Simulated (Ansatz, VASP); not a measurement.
## Ti in VASP and in Ansatz

File INCAR:

```
SYSTEM = Ti
PREC = Accurate ; ENCUT = 520
EDIFF = 1E-7 ; ISMEAR = -1
SIGMA = 0.1 ; LREAL = .FALSE.
LASPH = .TRUE. ; NELM = 100
ALGO = Normal ; ISIF = 2
LWAVE = .FALSE. ; LCHARG = .TRUE.
GGA = RP ; LELF = .TRUE.
LVHAR = .TRUE. ; NBANDS = 12
```

File KPOINTS:

```
Automatic mesh
0
G
  13 13 13
  0 0 0
```

Contents of POSCAR:

```
Ti
1.0
    2.7129778150      0.0000000000      0.0000000000
    0.0000000000      2.7129778150      0.0000000000
    0.0000000000      0.0000000000      2.7129778150
Ti
1
Direct
    0.0000000000      0.0000000000      0.0000000000
```

Input for Ansatz:

```yaml
crystal:
  lattice:
    - [2.712977815, 0.0, 0.0]
    - [0.0, 2.712977815, 0.0]
    - [0.0, 0.0, 2.712977815]
  atoms:
    - { symbol: Ti, position: [0.0, 0.0, 0.0] }
hamiltonian:
  xc: rpbe
  pseudopotentials:
    kind: paw
    azcp:
      Ti: "pseudopotentials/Ti.paw.azcp"
basis:
  ecutwfc: 420
  fft_grid_basis: typed
kpoints:
  mp_grid: { grid: [13, 13, 13], shift: [0, 0, 0] }
magnetization:
  spin_polarized: false
scf:
  occupations: { method: fermi_dirac, width: 0.1 }
  lower_state_search: "off"
output:
  stress: true
```

Alike in both runs: task single point; functional RPBE; k mesh 13 × 13 × 13; occupations fermi-dirac, width 0.1 eV; no spin polarisation.

|  | VASP | Ansatz |
| --- | --- | --- |
| version | VASP 6.6.1 | Ansatz 0.2.0 |
| potentials or method | VASP PAW PBE potentials, release 64 (Ti_sv) | plane waves (420 eV) with PAW, scalar-relativistic |
| plane-wave cutoff (eV) | 520 | 420 |
| valence electrons in the cell | 12 | 12 |

VASP gave:

| Property | Result |
| --- | --- |
| pressure (GPa) | -2.9 |

Question: Estimate Ansatz's values.

Answer: Pressure (GPa): -2.8.

Caveats: the PAW data sets were made with another functional, which shifts forces and pressure a little (VASP).
